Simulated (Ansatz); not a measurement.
# Sampling a charged cell: C_N in GaN (P6_3mc), part 2 of 2

Question: how much does the k-point sampling change the (0/−1) level of C_N in GaN (P6_3mc), and what does each choice cost? Model: a cell of 72 host atoms with 1 N taken out and 1 C put in.

Ansatz 0.2.0; plane-wave PAW DFT; relaxations with PBEsol, then single points with PBEsol, on supercells at fixed charge in a uniform background.

So far: Starting point; Relaxing both charge states, PBEsol.

## Step 3: First setting: the zone centre alone

The defect state overlaps with its images and forms a narrow band, so the k-points decide which part of that band enters the energy. A point off the zone centre usually averages it better, but needs complex orbitals and more time.

Input file qm1.kg/input.yaml:

```yaml
crystal:
  checkpoint: "../qm1.relax.run"
  host: checkpoint
total_charge: -1
basis:
  ecutwfc: 420
  xc_grid: 2
hamiltonian:
  xc: pbesol
  pseudopotentials: { kind: paw, azcp: { folder: soft_1 }, xc_functional: pbe }
kpoints:
  mp_grid: { grid: [1, 1, 1] }
scf:
  occupations: { method: fixed }
  max_iter: 60
output:
  forces: true
  charged_corrections:
    epsilon: [5.83, 5.83, 6.02]
    static_epsilon: [10.1, 10.1, 11.18]
    defect_position: [0.555556, 0.444444, 0.43791]
  eigenvalues: true
checkpoint:
  read: "../qm1.relax.run"
  write: "../qm1.kg.run"
  compress: false
  write_wavefunctions: false
  write_every: 100000
```

On the command line:

```bash
$ ansatz run input.yaml --threads 32 --pin off --max-ram 84787MiB --backend cuda --events-out ev --progress --plain --runs-dir out --max-vram 78GiB
```

Numbers of over 12 decimals in the logs are rounded to 6 here.

The log of the run:

```text
[...]
crystal.checkpoint: the structure is that of <dir>, a `relax` run, at its step 4: its result, under pbesol at a charge of -1 e; 72 atoms read, 0 with a starting moment; crystal.structure_sha256 for this input is
[...]
device memory: the entry about to start is reckoned to put 3.7 GiB on a device that reports 182.5 GiB free (of which the cap on the GPU budget leaves the run 78.0 GiB)
GPU FFT provider: cuFFT
GPU libraries: cuBLAS 13.8.1, cuFFT 12.4.0, cuSOLVER 12.3.2
GPU matrix products: emulated (plane waves: as basis.precision tells), large ones in fixed point in workspaces of 1.00 GiB
Crystal: 72 atoms, lattice volume = 818.891 Å³
Basis set: ecut = 420 eV, 15995 PW (Γ), exchange–correlation on 128×128×144 points (8 copies of the dense FFT grid, shifted against one another)
Bands: 396, of which v1, the nominal top of the filled ones, is band 324 counted from 1 (323 counted from 0)
Symmetry: 1 space group operations
[...]
k-points: 1
[...]
Stability of the state it starts from, as read at its close in the unpolarized treatment: not read negative (Ritz values of 1 − χ₀K, real part plus size of imaginary part, from 1.2 to 1.5, by its mixing steps under no symmetry)
[...]
GPU buffer pool allocated for 294912 grid points (all kernels)
GPU transforms: local potential and band sums: pruned to the plane-wave sphere, on 64×64×72
[...]
iter 1 solved again at ethr=7.34e-5 eV; its pass at ethr=3.10e-3 eV (dr2=4.76e-1 eV) is discarded
[...]
SCF iter   9: F=-148271.571705 eV  HF=-148271.571705 eV  |Δ(HF+E_count)|=   3.46e-8  Δρ=1.96e-6  dr2=2.93e-8  Hψ=2030
SCF 1 converged in 9 iterations: F = -148271.571705 eV  dr2 = 2.93e-8
[...]
SCF converged after 9 iterations
Free energy (F): -148271.571705 eV
[...]
Internal energy: -148271.571705 eV  (E = F + TS)
E sigma→0 (E₀):  -148271.571705 eV
Fermi energy:    10.077927 eV
[...]
--- Forces (eV/Å), atoms counted from 1 ---
  atom   1  Ga    -0.00268044     0.00154575     0.00697349
  atom   2  Ga     0.00737444    -0.00379958     0.00963646
  atom   3  N     -0.03109185    -0.04378512    -0.02168930
  [... 3 atoms left out ...]
  [... 66 more lines of this table ...]
  max |Σ_I F_I| component: 5.82e-5 eV/Å
[...]
F Makov-Payne    = n/a  (the rows are of the electrons' constant alone; ansatz place-levels tells what screens the charge)
[...]
--- Band table (eV) ---
[...]
```

The job ended after 1.4 s (1 × NVIDIA GB200 with 32 threads of Arm Neoverse V2, shared host; peak memory 1.2 GiB).

Both charges and the host at this setting go to place-levels, which corrects for the image charge and aligns the potentials.

Input file levels.kg.yaml:

```yaml
host:
  run: host.kg.run
states: [qm1.kg.run, q0_M1.kg.run]
geometry_from:
  qm1.kg.run: qm1.relax.run
  q0_M1.kg.run: q0_M1.relax.run
  host.kg.run: host.relax.run
chemical_potentials:
  "N":
    energy: -378.476431
    dataset: "<sha256 of the dataset>"
  C:
    energy: -246.668769
    dataset: "<sha256 of the dataset>"
```

On the command line:

```bash
$ ansatz place-levels levels.kg.yaml -- --threads 32 --pin off --max-ram 84787MiB --backend cuda --max-vram 78GiB
```

The log of the run:

```text
(0/-1) 0.546 eV above the valence edge, 1.291 eV under the conduction edge
formation energy of charge 0: +3.591 eV with the Fermi level at the valence edge
formation energy of charge -1: +4.137 eV with the Fermi level at the valence edge
  edges by pbesol, gap 1.837 eV; the host is sampled to repeats of 9.55 Å
  the defect's cells are sampled to repeats of 9.55 Å, like sampling
  charge 0: +0.000 eV for its dipole among its images, +0.003 omitted
  charge -1: -148271.3704 eV with its correction of +0.201 eV, at epsilon [10.1, 10.1, 11.18], aligned at sites: +0.0086 eV, mean over 33 atomic sites at or beyond 4.77 Å from the defect at [0.5556, 0.4444, 0.4379], with +0.000000 for the charge's moments and [...]
  of states[1] (q0_M1.kg.run): its only k-point is the zone centre, where a defect's energies can be off by tenths of an eV or more: see "From the zone centre to a mesh" in the quickstart
  of states[0] (qm1.kg.run): how wide its charge is, is not read beside other atoms or cores, and a band state would take no correction. [...]
```

Run time: 0.14 s. Hardware: 32 threads.

At this setting the gap is 1.837 eV and (0/−1) lies 0.546 eV above the valence top.

## Step 4: The other settings

In the defect's inputs only the studied keys change. One input of each further setting:

qm1.kq/input.yaml, as its differences from qm1.kg/input.yaml of step 3:

```diff
@@ -11,3 +11,3 @@
 kpoints:
-  mp_grid: { grid: [1, 1, 1] }
+  mp_grid: { grid: [1, 1, 1], shift: [0.25, 0.25, 0.25] }
 scf:
@@ -24,3 +24,3 @@
   read: "../qm1.relax.run"
-  write: "../qm1.kg.run"
+  write: "../qm1.kq.run"
   compress: false
```

qm1.km0/input.yaml, as its differences from qm1.kq/input.yaml of step 4:

```diff
@@ -11,3 +11,3 @@
 kpoints:
-  mp_grid: { grid: [1, 1, 1], shift: [0.25, 0.25, 0.25] }
+  mp_grid: { grid: [2, 2, 2] }
 scf:
@@ -24,3 +24,3 @@
   read: "../qm1.relax.run"
-  write: "../qm1.kq.run"
+  write: "../qm1.km0.run"
   compress: false
```

qm1.kms/input.yaml, as its differences from qm1.km0/input.yaml of step 4:

```diff
@@ -11,3 +11,3 @@
 kpoints:
-  mp_grid: { grid: [2, 2, 2] }
+  mp_grid: { grid: [2, 2, 2], shift: [0.5, 0.5, 0.5] }
 scf:
@@ -24,3 +24,3 @@
   read: "../qm1.relax.run"
-  write: "../qm1.km0.run"
+  write: "../qm1.kms.run"
   compress: false
```

qm1.km3/input.yaml, as its differences from qm1.kms/input.yaml of step 4:

```diff
@@ -11,3 +11,3 @@
 kpoints:
-  mp_grid: { grid: [2, 2, 2], shift: [0.5, 0.5, 0.5] }
+  mp_grid: { grid: [3, 3, 3] }
 scf:
@@ -24,3 +24,3 @@
   read: "../qm1.relax.run"
-  write: "../qm1.kms.run"
+  write: "../qm1.km3.run"
   compress: false
```

qm1.km4/input.yaml, as its differences from qm1.km3/input.yaml of step 4:

```diff
@@ -11,3 +11,3 @@
 kpoints:
-  mp_grid: { grid: [3, 3, 3] }
+  mp_grid: { grid: [4, 4, 4], shift: [0.5, 0.5, 0.5] }
 scf:
@@ -24,3 +24,3 @@
   read: "../qm1.relax.run"
-  write: "../qm1.km3.run"
+  write: "../qm1.km4.run"
   compress: false
```

## Step 5: Result against cost

Times of the states on 1 × NVIDIA GB200 with 32 threads of Arm Neoverse V2, shared host; the host is run again at each setting:

```
        k-point sampling  gap (eV)  (0/−1) above the valence top (eV)  under the conduction bottom (eV)  level less that at a 4×4×4 shifted mesh (meV)  time, both charge states  time, host and placing  peak memory of a state (GiB)
   the zone centre alone     1.837                              0.546                             1.291                                            211                     3.1 s                   6.6 s                           1.2
one point at (¼, ¼, ¼) *     1.885                              0.292                             1.593                                            -43                       3 s                    16 s                           1.4
  a 2×2×2 Γ-centred mesh     1.876                              0.381                             1.495                                             46                       5 s                     7 s                           1.5
    a 2×2×2 shifted mesh     1.877                              0.312                             1.565                                            -23                     4.7 s                    11 s                           1.5
  a 3×3×3 Γ-centred mesh     1.877                              0.339                             1.538                                              4                     8.9 s                   6.8 s                           1.9
    a 4×4×4 shifted mesh     1.877                              0.334                             1.543                                              0                      19 s                    12 s                           2.5
```

* started from the relaxation's converged state in the same settings, so its time is no fair cost.

## Step 6: What came out

| Property | Result |
| --- | --- |
| (0/minus 1) level, the zone centre alone | 0.55 eV |
| (0/minus 1) level, one point at (¼, ¼, ¼) | 0.29 eV |
| (0/minus 1) level, a 2×2×2 Γ-centred mesh | 0.38 eV |
| (0/minus 1) level, a 2×2×2 shifted mesh | 0.31 eV |
| (0/minus 1) level, a 3×3×3 Γ-centred mesh | 0.34 eV |
| (0/minus 1) level, a 4×4×4 shifted mesh | 0.33 eV |

Over the settings in the table the level spans 0.254 eV; a 3×3×3 Γ-centred mesh lies within 0.02 eV of the reference (a 4×4×4 shifted mesh, 0.33 eV). The largest miss of the level above the valence top is 211 meV, with the zone centre alone. In a reference run the bands overlap at the filling edge, so the reference itself is in doubt. Only the charges −1 and 0 were run, each from one start, so (0/−1) need not be a change between stable states. At a 2×2×2 Γ-centred mesh, a 3×3×3 Γ-centred mesh and a 4×4×4 shifted mesh a state has next to no gap at its filling edge, or overlapping levels, which makes the level less certain. What this leaves open: PBEsol makes the gap too small and tends to spread out bound carriers; force components of up to 0.27 eV/Å remain in a run at the final settings.

[Logs are printed without paths, hosts, clocks, repeated set-up lines and the standing remarks that a program may print on its own settings, such as how far it seeks lower states.]

[Hosts, paths, dates, database ids (printed as entryN), source tags and the programs' standing remarks are cut or masked in the printed files.]

[Where a table of states has a column of steps, it counts the stored structures, which are thinned; the runs took as many ionic steps or more.]

[For some hosts the program warned that the k-mesh of the response run may be too coarse for force constants and the static dielectric constant; such warnings are not shown here.]
